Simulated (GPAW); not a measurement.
# Bi2Se3 (Paraguanajuatite) (R-3m) in GPAW: notebook

Aim: see how the results for Bi2Se3 (Paraguanajuatite) move with the level of theory and the settings. Levels: r2SCAN, PBEsol. Tasks: band structure.

Everything below comes from runs of GPAW 26.7.0. Logs are shortened: lines on timing, memory, paths and dates and some standing lists are left out, and cuts for length are marked. The log counts tension as positive stress, the text compression.

## Step 1: The structure

The structure is trigonal, space group R-3m (No. 166). The conventional cell has a = 4.143 Å, b = 4.143 Å, c = 28.636 Å, α = 90.00°, β = 90.00°, γ = 120.00°. Bi (site symmetry 3m) is surrounded by 6 Se at 2.85 to 3.07 Å. Se (site symmetry 3m) is surrounded by 3 Bi at 2.85 Å. Se (site symmetry -3m) has 6 Bi at 3.07 Å as nearest neighbours.

## Step 2: Band structure, r2SCAN

Contents of run.py:

```python
from ase import Atoms
from ase.dft.bandgap import bandgap
from ase.io import write
from ase.units import GPa
from ase.parallel import parprint
from gpaw import GPAW, PW

atoms = Atoms(['Bi', 'Bi', 'Se', 'Se', 'Se'],
              cell=[[2.0715, 1.1959810826, 9.5453333333],
                    [-2.0715, 1.1959810826, 9.5453333333],
                    [0.0, -2.3919621653, 9.5453333333]],
              scaled_positions=[[0.5992, 0.5992, 0.5992],
                                [0.4008, 0.4008, 0.4008],
                                [0.7883, 0.7883, 0.7883],
                                [0.2117, 0.2117, 0.2117],
                                [0.0, 0.0, 0.0]],
              pbc=True)

calc = GPAW(mode=PW(600),
            xc='MGGA_X_R2SCAN+MGGA_C_R2SCAN',
            kpts={'size': (5, 5, 5), 'gamma': True},
            occupations={'name': 'fermi-dirac', 'width': 0.05},
            nbands=39,
            convergence={'density': 1e-05, 'energy': 1e-05},
            maxiter=150,
            txt='gpaw.txt')
atoms.calc = calc
energy = atoms.get_potential_energy()
forces = atoms.get_forces()
stress = atoms.get_stress()
calc.write('gs.gpw')
write('result.traj', atoms)
parprint(f'Energy: {energy:.6f} eV')
parprint('Forces (eV/A):')
parprint(forces.round(4))
parprint('Stress (GPa):', (stress / GPa).round(3))
parprint('Fermi level:', round(calc.get_fermi_level(), 4), 'eV')
parprint(f'Gap: {bandgap(calc)[0]:.4f} eV, direct: {bandgap(calc, direct=True)[0]:.4f} eV')

path = atoms.cell.bandpath('GLB1,BZGX,QFP1Z,LP', npoints=80, eps=1e-4)
bs_calc = calc.fixed_density(kpts=path, symmetry='off', nbands=64,
                             convergence={'bands': 'CBM+6.0', 'eigenstates': 1e-6}, txt='bands.txt')
bs = bs_calc.band_structure()
bs.write('bs.json')
parprint(f'Gap on the path: {bandgap(bs_calc)[0]:.4f} eV')
```

Potentials or basis: GPAW PAW data sets (gpaw-data 1.2.1), pw.

On the command line:

```
OMP_NUM_THREADS=1 mpirun -n 4 gpaw python run.py
```

gpaw.txt:

```text
__  _  _
 | _ |_)|_||  |
 |__||  | ||/\| - 26.7.0

Input parameters:
  mode=PW(ecut=600.0),
  convergence={'density': 1e-05, 'energy': 1e-05},
  kpts=MonkhorstPack(size=(5, 5, 5), gamma=True),
  maxiter=150,
  nbands=39,
  occupations=Occupations(name='fermi-dirac', width=0.05),
  xc=XC(name='MGGA_X_R2SCAN+MGGA_C_R2SCAN')

Diagonalizing LCAO Hamiltonian
Converting LCAO to pw mode

       Se

       Bi

       Bi

       Se

       Se

Atoms  # Å, Bohr magnetons
|   | symbol |         x |         y |         z |    initial magnetic moments |
|---|--------|-----------|-----------|-----------|-----------------------------|
| 0 |     Bi | -0.000000 | -0.000000 | 17.158691 | ( 0.0000,  0.0000,  0.0000) |
| 1 |     Bi | -0.000000 | -0.000000 | 11.477309 | ( 0.0000,  0.0000,  0.0000) |
| 2 |     Se | -0.000000 | -0.000000 | 22.573759 | ( 0.0000,  0.0000,  0.0000) |
| 3 |     Se | -0.000000 | -0.000000 |  6.062241 | ( 0.0000,  0.0000,  0.0000) |
| 4 |     Se |  0.000000 |  0.000000 |  0.000000 | ( 0.0000,  0.0000,  0.0000) |

Unit cell  # Å
| periodic |         x |         y |        z |  lengths |    angles |
|----------|-----------|-----------|----------|----------|-----------|
|      yes |  2.071500 |  1.195981 | 9.545333 | 9.840471 | 24.304273 |
|      yes | -2.071500 |  1.195981 | 9.545333 | 9.840471 | 24.304273 |
|      yes |  0.000000 | -2.391962 | 9.545333 | 9.840471 | 24.304273 |

Number of symmetries: 12
Symmetry operations  # r_c * U_cc + t_c -> r_c
|    | kind |            matrix            |
|----|------|------------------------------|
|  0 |  E   |  1, 0, 0,  0, 1, 0,  0, 0, 1 |
|  1 |  σ   |  1, 0, 0,  0, 0, 1,  0, 1, 0 |
|  2 |  σ   |  0, 1, 0,  1, 0, 0,  0, 0, 1 |
|  3 |  C3  |  0, 1, 0,  0, 0, 1,  1, 0, 0 |
|  4 |  C3  |  0, 0, 1,  1, 0, 0,  0, 1, 0 |
|  5 |  σ   |  0, 0, 1,  0, 1, 0,  1, 0, 0 |
|  6 |  C2  |  0, 0,-1,  0,-1, 0, -1, 0, 0 |
|  7 |  S6  |  0, 0,-1, -1, 0, 0,  0,-1, 0 |
|  8 |  S6  |  0,-1, 0,  0, 0,-1, -1, 0, 0 |
|  9 |  C2  |  0,-1, 0, -1, 0, 0,  0, 0,-1 |
| 10 |  C2  | -1, 0, 0,  0, 0,-1,  0,-1, 0 |
| 11 |  i   | -1, 0, 0,  0,-1, 0,  0, 0,-1 |

BZ-sampling:
  Number of BZ points: 125
  Number of IBZ points: 19

  Monkhorst-Pack size: [5, 5, 5]
  Monkhorst-Pack shift: [0, 0, 0]

K-points  # in reciprocal-cell coordinates
|     |                                coordinates |     weight |
|-----|--------------------------------------------|------------|
|   0 | (  0.00000000,   0.00000000,   0.00000000) | 0.00800000 |
|   1 | (  0.20000000,   0.00000000,  -0.20000000) | 0.04800000 |
|   2 | (  0.20000000,   0.00000000,   0.00000000) | 0.04800000 |
|   3 | (  0.20000000,   0.20000000,  -0.20000000) | 0.04800000 |
|   4 | (  0.20000000,   0.20000000,   0.00000000) | 0.04800000 |
|   5 | (  0.20000000,   0.20000000,   0.20000000) | 0.01600000 |
|   6 | (  0.40000000,  -0.20000000,  -0.20000000) | 0.04800000 |
|   7 | (  0.40000000,   0.00000000,  -0.40000000) | 0.04800000 |
|   8 | (  0.40000000,   0.00000000,  -0.20000000) | 0.09600000 |
|   9 | (  0.40000000,   0.00000000,   0.00000000) | 0.04800000 |
| ... |                                            |            |
|  18 | (  0.40000000,   0.40000000,   0.40000000) | 0.01600000 |

Plane wave coefficients: 4756
Cutoff: 600.0 eV

Spin-components: 1 (collinear spins)
Bands:           39
Projectors:      27
Spin-degeneracy: 2
Datatype:        complex128

Parallelization:
  kpt:    4
  domain: 1
  band:   1

Density:
  Valence electrons: 48.0
  Components: 1
  Grid points: [56 56 56]
  Charge: 0.0  # |e|

Potential:
  Grid points: [56 56 56]

species:
  Bi:
    name:    Bismuth
    Z:       83.0
    valence: 15
    core:    68
    charge:  0.0  # [|e|]
    compensation charges:
      type: gauss
      rc: 0.38  # [Å]
      lmax: 2
    cutoffs:
      filter: 2.23  # [Å]
      core: 2.33  # [Å]
    projectors
    | kind |    occ | energy [eV] | rcut [Å] |
    |------|--------|-------------|----------|
    |   6s |  2.000 |     -14.385 |    1.286 |
    |   6p |  3.000 |      -4.580 |    1.275 |
    |   5d | 10.000 |     -27.119 |    1.349 |
    |    s |        |      12.827 |    1.286 |
    |    p |        |      22.631 |    1.275 |
    |    d |        |       0.093 |    1.349 |

    Using partial waves for Bi as LCAO basis

  Se:
    name:    Selenium
    Z:       34.0
    valence: 6
    core:    28
    charge:  0.0  # [|e|]
    compensation charges:
      type: gauss
      rc: 0.27  # [Å]
      lmax: 2
    cutoffs:
      filter: 1.77  # [Å]
      core: 2.67  # [Å]
    projectors
    | kind |    occ | energy [eV] | rcut [Å] |
    |------|--------|-------------|----------|
    |   4s |  2.000 |     -17.277 |    0.847 |
    |   4p |  4.000 |      -6.512 |    1.005 |
    |    s |        |       9.935 |    0.847 |
    |    p |        |      20.699 |    1.005 |
    |    d |        |       0.000 |    0.847 |

    Using partial waves for Se as LCAO basis

Reference energy: -1368007.362297  # eV

eigensolver:
  PPCG
  Converge bands: occupied
  niter=2

density mixing:
  MSR1-Mixer
  Pratt-step length: 0.05
  Maximum mixing coefficient: 0.75
  Old densities: 10
  SVD Regularization: 0.005
  Good broyden scale: 1.0
  Trust region scale: 1.0
  Backstep threshold: 4.0
  History deletion threshold: 6.0
  Fourier metric: weight=20.0, sigma=0.015

occupation numbers:
  Fermi-Dirac:
    width: 0.0500  # eV

poisson solver:
  ecut: 4800.0  # eV

xc functional:
  name: MGGA_X_R2SCAN+MGGA_C_R2SCAN with 2 nearest neighbor stencil

convergence criteria:
[... 6 lines left out ...]
|iter     | |      energy | eigst |  dens |
|---------|-|-------------|-------|-------|
|iter:   1| |  -92.942961 | +0.08 |       |
|iter:   2| |  -83.802440 | -1.56 | -1.16 |
|iter:   3| |  -83.663652 | -2.04 | -1.20 |
|iter:   4| |  -83.408532 | -2.64 | -1.48 |
|iter:   5| |  -83.414536 | -3.44 | -1.87 |
|iter:   6| |  -83.422256 | -3.51 | -2.12 |
|iter:   7| |  -83.423116 | -4.39 | -2.75 |
|iter:   8| |  -83.423154 | -5.57 | -3.34 |
|iter:   9| |  -83.423155c| -6.81 | -4.02 |
|iter:  10| |  -83.423155c| -7.83c| -4.72 |
|iter:  11| |  -83.423155c| -7.78c| -5.32c|

Converged in 11 steps
Energy contributions relative to reference atoms: (reference = -1368007.362297)

Energy contributions:
  Kinetic:          65.691332
  Coulomb:         -61.933858
  Zero:             -3.092467
  External:          0.000000
  Xc:              -84.088114
  Entropy:          -0.000097
  Spinorbit:         0.000000
  ----------------------------
  Free energy:     -83.423203
  Extrapolated:    -83.423155

dipole moment: (-0.000000, 0.000000, -105.294431)  # |e|*Ang

Fermi level: 5.973
Eigenvalues  # (at kpt = [0.000, 0.000, 0.000])
| band index |      eig [eV] | occ [0-2] |
|------------|---------------|-----------|
|          0 |       -18.409 |     2.000 |
|        ... |               |           |
|         16 |         3.522 |     2.000 |
|         17 |         3.681 |     2.000 |
|         18 |         3.681 |     2.000 |
|         19 |         3.694 |     2.000 |
|         20 |         3.694 |     2.000 |
|         21 |         4.368 |     2.000 |
[... 8 lines left out ...]
|         30 |        12.008 |     0.000 |
|         31 |        13.205 |     0.000 |
|        ... |               |           |
|         38 |        14.894 |     0.000 |

Gap: 0.468 eV
Transition (v -> c):
  (s=0, k=0, n=23, [0.00, 0.00, 0.00]) -> (s=0, k=0, n=24, [0.00, 0.00, 0.00])
No difference between direct/indirect transitions

Forces  # eV/Ang
|       x |        y |        z |
|---------|----------|----------|
| 0.00000 | -0.00000 |  0.08092 |  # Bi   0
| 0.00000 |  0.00000 | -0.08092 |  # Bi   1
| 0.00000 |  0.00000 | -0.05252 |  # Se   2
| 0.00000 | -0.00000 |  0.05252 |  # Se   3
| 0.00000 |  0.00000 |  0.00000 |  # Se   4

Stress tensor  # eV/Ang^3
|         x |         y |         z |
|-----------|-----------|-----------|
| -0.007999 | -0.000000 | -0.000000 |
| -0.000000 | -0.007999 | -0.000000 |
| -0.000000 | -0.000000 | -0.009398 |

# Writing to gs.gpw (mode='')
```

stdout:

```text
<dir> UserWarning: The angles between your unit-cell vectors are 24.3, 24.3 and 24.3 degrees.  Results may be wrong!  Please Niggli-reduce your unit-cell so that the angles are closer to 90 degrees:

  from ase.build import niggli_reduce
  niggli_reduce(atoms)

  warnings.warn(
<dir> UserWarning: The angles between your unit-cell vectors are 24.3, 24.3 and 24.3 degrees.  Results may be wrong!  Please Niggli-reduce your unit-cell so that the angles are closer to 90 degrees:

  from ase.build import niggli_reduce
  niggli_reduce(atoms)

  warnings.warn(
<dir> UserWarning: The angles between your unit-cell vectors are 24.3, 24.3 and 24.3 degrees.  Results may be wrong!  Please Niggli-reduce your unit-cell so that the angles are closer to 90 degrees:

  from ase.build import niggli_reduce
  niggli_reduce(atoms)

  warnings.warn(
<dir> UserWarning: The angles between your unit-cell vectors are 24.3, 24.3 and 24.3 degrees.  Results may be wrong!  Please Niggli-reduce your unit-cell so that the angles are closer to 90 degrees:

  from ase.build import niggli_reduce
  niggli_reduce(atoms)

  warnings.warn(
Energy: -83.423155 eV
Forces (eV/A):
[[ 0.     -0.      0.0809]
 [ 0.      0.     -0.0809]
 [ 0.      0.     -0.0525]
 [ 0.     -0.      0.0525]
 [ 0.      0.      0.    ]]
Stress (GPa): [-1.282 -1.282 -1.506 -0.    -0.    -0.   ]
Fermi level: 5.9734 eV
Gap: 0.4679 eV, direct: 0.4679 eV
Gap on the path: 0.4679 eV
```

bands.txt:

```text
Diagonalizing LCAO Hamiltonian
Converting LCAO to pw mode
convergence criteria:
- Maximum integral of absolute [eigenst]ate change: 1e-06 eV^2 / valence electron
maximum number of iterations: 150

SCF iterations
|iter     | |      energy | eigst |  dens |
|---------|-|-------------|-------|-------|
|iter:   1| |             | +0.96 |       |
|iter:   2| |             | -0.73 |       |
[... 86 lines left out ...]
         [ 0.52483596,  0.52483596,  0.45032808],
         [ 0.51241798,  0.51241798,  0.47516404],
         [ 0.5       ,  0.5       ,  0.5       ],
         [ 0.5       ,  0.        ,  0.        ],
         [ 0.60762249,  0.11285542,  0.11285542],
         [ 0.71524498,  0.22571084,  0.22571084],
         [ 0.82286747,  0.33856627,  0.33856627]])),
  maxiter=150,
  nbands=64,
  occupations=Occupations(name='fermi-dirac', width=0.05),
  symmetry=Symmetry(point_group=False, time_reversal=False),
  xc=XC(name='MGGA_X_R2SCAN+MGGA_C_R2SCAN')
```

Wall time 14 min (4 MPI ranks of Arm Neoverse V2, shared host); peak memory 0.81 GiB.

Results:

```
Free energy             : -83.4232 eV
Pressure                : 1.4 GPa
Largest force           : 0.081 eV/Å
Band gap on the k mesh  : 0.47 eV, direct
Band gap along the path : 0.47 eV, direct
```

Forces in eV/Å, atoms in the order of the input:
```
Bi   0.000  0.000  0.081
Bi   0.000  0.000 -0.081
Se   0.000  0.000 -0.053
Se   0.000  0.000  0.053
Se   0.000  0.000  0.000
```

Levels at the corners of the path, in eV from the valence-band top:
| point | band 20 | band 21 | band 22 | band 23 | band 24 | band 25 | band 26 | band 27 | band 28 | band 29 |
| --- | --- | --- | --- | --- | --- | --- | --- | --- | --- | --- |
| Γ | -2.05 | -2.05 | -1.37 | -1.37 | 0.00 | 0.47 | 1.51 | 1.51 | 2.34 | 2.88 |
| L | -3.22 | -3.11 | -2.26 | -1.40 | -0.59 | 1.06 | 2.07 | 3.20 | 3.36 | 4.40 |
| B1 | -3.49 | -2.79 | -2.01 | -1.17 | -0.76 | 1.88 | 2.44 | 3.06 | 4.04 | 4.74 |
| B | -3.49 | -2.79 | -2.01 | -1.17 | -0.76 | 1.88 | 2.44 | 3.06 | 4.04 | 4.74 |
| Z | -1.80 | -1.54 | -1.54 | -1.50 | -0.42 | 0.81 | 1.82 | 1.82 | 2.28 | 2.54 |
| Γ | -2.05 | -2.05 | -1.37 | -1.37 | 0.00 | 0.47 | 1.51 | 1.51 | 2.34 | 2.88 |
| X | -3.16 | -3.13 | -1.89 | -1.30 | -0.76 | 1.88 | 2.73 | 2.80 | 4.28 | 4.47 |
| Q | -3.16 | -3.13 | -1.89 | -1.30 | -0.76 | 1.88 | 2.73 | 2.80 | 4.28 | 4.47 |
| F | -2.77 | -1.98 | -1.95 | -1.80 | -1.06 | 1.54 | 2.14 | 2.74 | 3.24 | 3.73 |
| P1 | -2.88 | -2.50 | -1.68 | -1.52 | -1.13 | 1.51 | 2.23 | 2.51 | 3.22 | 3.97 |
| Z | -1.80 | -1.54 | -1.54 | -1.50 | -0.42 | 0.81 | 1.82 | 1.82 | 2.28 | 2.54 |
| L | -3.22 | -3.11 | -2.26 | -1.40 | -0.59 | 1.06 | 2.07 | 3.20 | 3.36 | 4.40 |
| P | -2.88 | -2.50 | -1.68 | -1.52 | -1.13 | 1.51 | 2.23 | 2.51 | 3.22 | 3.97 |

Caveat: the PAW data sets were made with another functional, which shifts forces and pressure a little; spin-orbit coupling is left out, which as a rule narrows the gap of such compounds by several tenths of an eV; the program warned that so skewed a cell can give wrong results. r2SCAN opens gaps a little over a GGA but as a rule still falls short of measured ones.

(Part 1 of 2 ends here.)
